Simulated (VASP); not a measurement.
# Si (I4/mmm) in VASP: notebook

One crystal, Si, is run at these levels: PBE; tasks: single point.

Program: VASP 6.6.1. These are calculated values, not measurements. Logs are shortened: lines on timing, memory, paths and dates and some standing lists are left out, and cuts for length are marked.

## Step 1: Starting point

The structure is tetragonal, space group I4/mmm (No. 139). The conventional cell has a = 6.651 Å, b = 6.651 Å, c = 3.845 Å, α = 90.00°, β = 90.00°, γ = 90.00°. Around Si (site symmetry m2m) lie 4 Si at 2.34 to 2.38 Å.

This isn't the form of Si at room conditions, which is diamond.

## Step 2: Single point, PBE

Input file INCAR:

```
PREC = Accurate
ENCUT = 550
EDIFF = 1E-6
ISMEAR = 0
SIGMA = 0.05
LREAL = False
LASPH = True
NELM = 100
ALGO = Normal
ISIF = 2
LWAVE = False
LCHARG = False
GGA = PE
NBANDS = 16
ADDGRID = False
```

Input file KPOINTS:

```
Automatic mesh
0
Gamma
  6 6 6
```

Input file POSCAR:

```
Si
1.0
   -3.3254442900      3.3254442900      1.9223856600
    3.3254442900     -3.3254442900      1.9223856600
    3.3254442900      3.3254442900     -1.9223856600
Si
4
Direct
    0.8211989400      0.1788010600      0.0000000000
    0.1788010600      0.8211989400      0.0000000000
    0.8211989400      0.8211989400      0.6423978800
    0.1788010600      0.1788010600      0.3576021200
```

Potentials or basis: VASP PAW PBE potentials, release 64 (Si).

Command:

```console
$ cat potpaw_PBE.64/Si/POTCAR > POTCAR
$ mpirun -np 1 vasp_std > vasp.out
```

OUTCAR:

```text
PREC = Accurate
   ENCUT = 550
   EDIFF = 1E-6
   ISMEAR = 0
   LREAL = False
   LASPH = True
   NELM = 100
   ISIF = 2
   GGA = PE

 Found     30 irreducible k-points:

 Following reciprocal coordinates:
            Coordinates               Weight
  0.000000  0.000000  0.000000      1.000000
  0.166667  0.000000  0.000000      8.000000
  0.333333  0.000000  0.000000      8.000000
  0.500000  0.000000  0.000000      4.000000
  0.166667  0.166667  0.000000      8.000000
  0.333333  0.166667 -0.000000     16.000000
   k-points           NKPTS =     30   k-points in BZ     NKDIM =     30   number of bands    NBANDS=     16
   number of dos      NEDOS =    301   number of ions     NIONS =      4
   total plane-waves  NPLWV =  64000
   dimension x,y,z NGX =    40 NGY =   40 NGZ =   40
   dimension x,y,z NGXF=    80 NGYF=   80 NGZF=   80
   ions per type =               4
   NGX,Y,Z   is equivalent  to a cutoff of  13.09, 13.09, 13.09 a.u.
   NGXF,Y,Z  is equivalent  to a cutoff of  26.18, 26.18, 26.18 a.u.
 SYSTEM =  unknown system
   PREC   = accura    normal or accurate (medium, high low for compatibility)
   ISTART =      0    job   : 0-new  1-cont  2-samecut
   ICHARG =      2    charge: 1-file 2-atom 10-const
   ISPIN  =      1    spin polarized calculation?
   LNONCOLLINEAR =      F non collinear calculations
   LSORBIT =      F    spin-orbit coupling
   LASPH  =      T    aspherical Exc in radial PAW
   ENCUT  =  550.0 eV  40.42 Ry    6.36 a.u.   9.72  9.72  9.72*2*pi/ulx,y,z
   NELM   =    100;   NELMIN=  2; NELMDL= -5     # of ELM steps
   EDIFF  = 0.1E-05   stopping-criterion for ELM
   LREAL  =      F    real-space projection
   EDIFFG = 0.1E-04   stopping-criterion for IOM
   NSW    =      0    number of steps for IOM
   IBRION =     -1    ionic relax: 0-MD 1-quasi-New 2-CG
   NFREE  =      0    steps in history (QN), initial steepest desc. (CG)
   ISIF   =      2    stress and relaxation
   ISYM   =      2    0-nonsym 1-usesym 2-fastsym
   POTIM  = 0.5000    time-step for ionic-motion
   TEBEG  =    0.0;   TEEND  =   0.0 temperature during run
   PSTRESS=    0.0 pullay stress
   NELECT =      16.0000    total number of electrons
   NUPDOWN=      -1.0000    fix difference up-down
   EMIN   =  10.00;   EMAX   =-10.00  energy-range for DOS
   EFERMI =   0.00;   METHOD = LEGACY
   ISMEAR =     0;   SIGMA  =   0.05  broadening in eV -4-tet -1-fermi 0-gaus
   EFERMI_NEDOS =   21; number of points for ismear=-14 and -15
   IALGO  =     38    algorithm
   IMIX   =      4    mixing-type and parameters
     AMIX     =   0.40;   BMIX     =  1.00
     AMIX_MAG =   1.60;   BMIX_MAG =  1.00
  volume/ion in A,a.u.               =      21.26       143.46
  Fermi-wavevector in a.u.,A,eV,Ry     =   0.938098  1.772748 11.973506  0.880028
  Thomas-Fermi vector in A             =   2.065276
   LORBIT       =      0    0 simple, 1 ext, 2 COOP (PROOUT), +10 PAW based schemes
   GGA     = PE    functional components
   LHFCALC =     F    Hartree Fock is set to
   AEXX    =    0.0000 exact exchange contribution
   IVDW    =     0    specifies the selected vdW correction
   LEPSILON=     F    determine dielectric tensor
   LRPA    =     F    only Hartree local field effects (RPA)
 non-spin polarized calculation
 Gauss-broadening in eV      SIGMA  =   0.05
  energy-cutoff  :      550.00
  volume of cell :       85.04
 maximum number of plane-waves:      2519
   NGX = 19   NGY = 19   NGZ = 19

 number of electron      16.0000000 magnetization

 Free energy of the ion-electron system (eV)
  ---------------------------------------------------
  ext. energy  EPLUGINS =         0.00000000
  ---------------------------------------------------
  free energy    TOTEN  =       -21.28082251 eV

  energy without entropy =      -21.28082230  energy(sigma->0) =      -21.28082240

 E-fermi :   5.5924     XC(G=0):  -9.0817

 val. band max:        5.4525844110   @ k =   0.5000   0.5000   0.5000
 cond. band min:       5.7321572415   @ k =  -0.1667  -0.1667   0.1667
 fundamental gap:      0.2795728305
 Fermi energy:         5.5923711873

 k-point     1 :       0.0000    0.0000    0.0000
  band No.  band energies     occupation
      1      -6.5947      2.00000
      2      -2.3752      2.00000
      3      -0.1155      2.00000
      4      -0.1155      2.00000
      5       1.6979      2.00000
      6       3.9578      2.00000
[... 8 lines left out ...]
     15      10.9225      0.00000
     16      12.4109      0.00000

 k-point     2 :       0.1667    0.0000    0.0000
  band No.  band energies     occupation
      1      -6.2899      2.00000
      2      -2.4155      2.00000
      3      -0.5051      2.00000
      4       0.2375      2.00000
      5       1.8964      2.00000
      6       2.6342      2.00000
[... 8 lines left out ...]
     15      10.4052      0.00000
     16      13.0154      0.00000

 k-point     3 :       0.3333    0.0000    0.0000
  band No.  band energies     occupation
      1      -5.4349      2.00000
      2      -2.2821      2.00000
      3      -1.6815      2.00000
      4      -0.0575      2.00000
      5       1.3602      2.00000
      6       2.0230      2.00000
[... 8 lines left out ...]
     15      12.1321      0.00000
     16      12.1440      0.00000

 k-point     4 :       0.5000    0.0000    0.0000
  band No.  band energies     occupation
      1      -4.6193      2.00000
      2      -2.7648      2.00000
      3      -2.0328      2.00000
      4      -0.6846      2.00000
      5       1.1090      2.00000
      6       1.9710      2.00000
[... 8 lines left out ...]
     15      11.0747      0.00000
     16      13.1689      0.00000

 k-point     5 :       0.1667    0.1667    0.0000
  band No.  band energies     occupation
      1      -5.5703      2.00000
      2      -2.1034      2.00000
      3      -0.9127      2.00000
      4      -0.7201      2.00000
      5       1.4485      2.00000
      6       2.2254      2.00000
[... 8 lines left out ...]
     15      11.4469      0.00000
     16      12.6212      0.00000

 k-point     6 :       0.3333    0.1667   -0.0000
  band No.  band energies     occupation
      1      -4.6296      2.00000
      2      -2.5946      2.00000
      3      -2.2200      2.00000
      4      -0.7304      2.00000
      5       1.0513      2.00000
      6       2.5348      2.00000
[... 8 lines left out ...]
     15      12.0189      0.00000
     16      13.4857      0.00000

 [... further k-points ...]

------------------------ aborting loop because EDIFF is reached ----------------------------------------

  FORCE on cell =-STRESS in cart. coord.  units (eV):
  Direction    XX          YY          ZZ          XY          YZ          ZX
  --------------------------------------------------------------------------------------
  -------------------------------------------------------------------------------------
  Total        0.6837113      0.6837113      0.7247832      0.0000000      0.0000000      0.0000000
  in kB       12.8820046     12.8820046     13.6558529      0.0000000      0.0000000      0.0000000
  external PRESSURE =      13.1399540 kB  Pullay stress =       0.0000000 kB

 VOLUME and BASIS-vectors are now :
 -----------------------------------------------------------------------------
  energy-cutoff  :      550.00
  volume of cell :       85.04
      direct lattice vectors                 reciprocal lattice vectors
    -3.325444290  3.325444290  1.922385660     0.000000000  0.150355849  0.260093492
     3.325444290 -3.325444290  1.922385660     0.150355849  0.000000000  0.260093492
     3.325444290  3.325444290 -1.922385660     0.150355849  0.150355849  0.000000000

 POSITION                                       TOTAL-FORCE (eV/Angst)
 -----------------------------------------------------------------------------------
     -2.13626      2.13626      1.92239        -0.004228      0.004228      0.000000
      2.13626     -2.13626      1.92239         0.004228     -0.004228      0.000000
      2.13626      2.13626      1.92239         0.004228      0.004228      0.000000
      1.18919      1.18919     -0.00000        -0.004228     -0.004228     -0.000000
 -----------------------------------------------------------------------------------
    total drift:                               -0.000000     -0.000000      0.000000

  FREE ENERGIE OF THE ION-ELECTRON SYSTEM (eV)
  ---------------------------------------------------
  free  energy   TOTEN  =       -21.2808225078 eV

  energy  without entropy=      -21.2808222972  energy(sigma->0) =      -21.28082240
```

Wall time 29 s (1 thread of AMD EPYC 9R14 (Zen 4), shared host); peak memory 0.19 GiB.

These settings aren't checked as converged: the numbers below hold their error.

What came out:

| Property | Result |
| --- | --- |
| Free energy | -21.2808 eV |
| Pressure | 1.3 GPa |
| Largest force | 0.006 eV/Å |
| Band gap on the k mesh | 0.28 eV, indirect (least direct gap 0.39 eV) |

## Step 3: Single point, PBE

INCAR: that of step 2 with these lines changed.

```diff
@@ -1,3 +1,3 @@
 PREC = Accurate
-ENCUT = 550
+ENCUT = 350
 EDIFF = 1E-6
```

Input file KPOINTS:

```
Automatic mesh
0
Gamma
  8 8 8
```

POSCAR is that of step 2.

Potentials or basis: VASP PAW PBE potentials, release 64 (Si).

Command:

```console
$ cat potpaw_PBE.64/Si/POTCAR > POTCAR
$ mpirun -np 1 vasp_std > vasp.out
```

Run time: 24 s. Hardware: 1 thread of AMD EPYC 9R14 (Zen 4), shared host; peak memory 0.14 GiB.

These settings aren't checked as converged: the numbers below hold their error.

What came out:

- Free energy: -21.2849 eV
- Pressure: 1.3 GPa
- Largest force: 0.008 eV/Å
- Band gap on the k mesh: 0.26 eV, indirect (least direct gap 0.39 eV)

## Step 4: Single point, PBE

INCAR: that of step 3 with these lines changed.

```diff
@@ -1,3 +1,3 @@
 PREC = Accurate
-ENCUT = 350
+ENCUT = 900
 EDIFF = 1E-6
```

Input file KPOINTS:

```
Automatic mesh
0
Gamma
  5 5 5
```

POSCAR is that of step 3.

Potentials or basis: VASP PAW PBE potentials, release 64 (Si).

Command:

```console
$ cat potpaw_PBE.64/Si/POTCAR > POTCAR
$ mpirun -np 1 vasp_std > vasp.out
```

OUTCAR:

```text
PREC = Accurate
   ENCUT = 900
   EDIFF = 1E-6
   ISMEAR = 0
   LREAL = False
   LASPH = True
   NELM = 100
   ISIF = 2
   GGA = PE

 Found     18 irreducible k-points:

 Following reciprocal coordinates:
            Coordinates               Weight
  0.000000  0.000000  0.000000      1.000000
  0.200000  0.000000 -0.000000      8.000000
  0.400000  0.000000  0.000000      8.000000
  0.200000  0.200000 -0.000000      8.000000
[... 194 lines left out ...]

  FORCE on cell =-STRESS in cart. coord.  units (eV):
  Direction    XX          YY          ZZ          XY          YZ          ZX
  --------------------------------------------------------------------------------------
  -------------------------------------------------------------------------------------
  Total        0.6660051      0.6660051      0.8383405      0.0000000     -0.0000000      0.0000000
  in kB       12.5483981     12.5483981     15.7954196      0.0000000     -0.0000000      0.0000000
  external PRESSURE =      13.6307386 kB  Pullay stress =       0.0000000 kB

 VOLUME and BASIS-vectors are now :
 -----------------------------------------------------------------------------
  energy-cutoff  :      900.00
  volume of cell :       85.04
      direct lattice vectors                 reciprocal lattice vectors
    -3.325444290  3.325444290  1.922385660     0.000000000  0.150355849  0.260093492
     3.325444290 -3.325444290  1.922385660     0.150355849  0.000000000  0.260093492
     3.325444290  3.325444290 -1.922385660     0.150355849  0.150355849  0.000000000

 POSITION                                       TOTAL-FORCE (eV/Angst)
 -----------------------------------------------------------------------------------
     -2.13626      2.13626      1.92239        -0.005112      0.005112      0.000000
      2.13626     -2.13626      1.92239         0.005112     -0.005112      0.000000
      2.13626      2.13626      1.92239         0.005112      0.005112      0.000000
      1.18919      1.18919     -0.00000        -0.005112     -0.005112     -0.000000
 -----------------------------------------------------------------------------------
    total drift:                               -0.000000      0.000000     -0.000000

  FREE ENERGIE OF THE ION-ELECTRON SYSTEM (eV)
  ---------------------------------------------------
  free  energy   TOTEN  =       -21.2681899380 eV

  energy  without entropy=      -21.2681899380  energy(sigma->0) =      -21.26818994
```

OSZICAR:

```text
N       E                     dE             d eps       ncg     rms          rms(c)
DAV:   1     0.365353475967E+02    0.36535E+02   -0.81270E+03   576   0.126E+03
DAV:   2    -0.192096691178E+02   -0.55745E+02   -0.50711E+02   768   0.140E+02
DAV:   3    -0.216705517941E+02   -0.24609E+01   -0.24349E+01   784   0.267E+01
DAV:   4    -0.217020684746E+02   -0.31517E-01   -0.31509E-01   680   0.376E+00
DAV:   5    -0.217026852194E+02   -0.61674E-03   -0.61672E-03   816   0.513E-01    0.682E+00
DAV:   6    -0.213938474645E+02    0.30884E+00   -0.14804E-01   672   0.185E+00    0.414E+00
DAV:   7    -0.212637664562E+02    0.13008E+00   -0.26793E-01   728   0.253E+00    0.360E-01
DAV:   8    -0.212669680568E+02   -0.32016E-02   -0.26331E-02   696   0.867E-01    0.171E-01
DAV:   9    -0.212679247841E+02   -0.95673E-03   -0.17807E-03   792   0.238E-01    0.914E-02
DAV:  10    -0.212681360309E+02   -0.21125E-03   -0.29706E-04   704   0.885E-02    0.363E-02
DAV:  11    -0.212681875898E+02   -0.51559E-04   -0.71018E-05   768   0.468E-02    0.671E-03
DAV:  12    -0.212681897841E+02   -0.21943E-05   -0.27844E-06   712   0.936E-03    0.207E-03
DAV:  13    -0.212681899380E+02   -0.15388E-06   -0.76457E-07   664   0.475E-03
   1 F= -.21268190E+02 E0= -.21268190E+02  d E =-.122290E-12
```

Run time: 43 s. Hardware: 1 thread of AMD EPYC 9R14 (Zen 4), shared host; peak memory 0.29 GiB.

These settings aren't checked as converged: the numbers below hold their error.

Results:

| Quantity | Value |
| --- | --- |
| Free energy | -21.2682 eV |
| Pressure | 1.4 GPa |
| Largest force | 0.007 eV/Å |
| Band gap on the k mesh | 0.76 eV, indirect (least direct gap 0.84 eV) |

Caveat: an odd mesh through Γ misses points on the zone boundary, where band edges often lie.

## Step 5: The reference run

An earlier run on the cell as given: functional PBE; potentials or basis VASP PAW PBE potentials, release 64 (Si); cutoff 520 eV; k mesh 8 × 8 × 8; occupations fermi-dirac, width 0.05 eV; no spin polarisation.

- Pressure: 1.3 GPa
- Largest force: 0.008 eV/Å
- Band gap on the k mesh: 0.26 eV, indirect (least direct gap 0.39 eV)
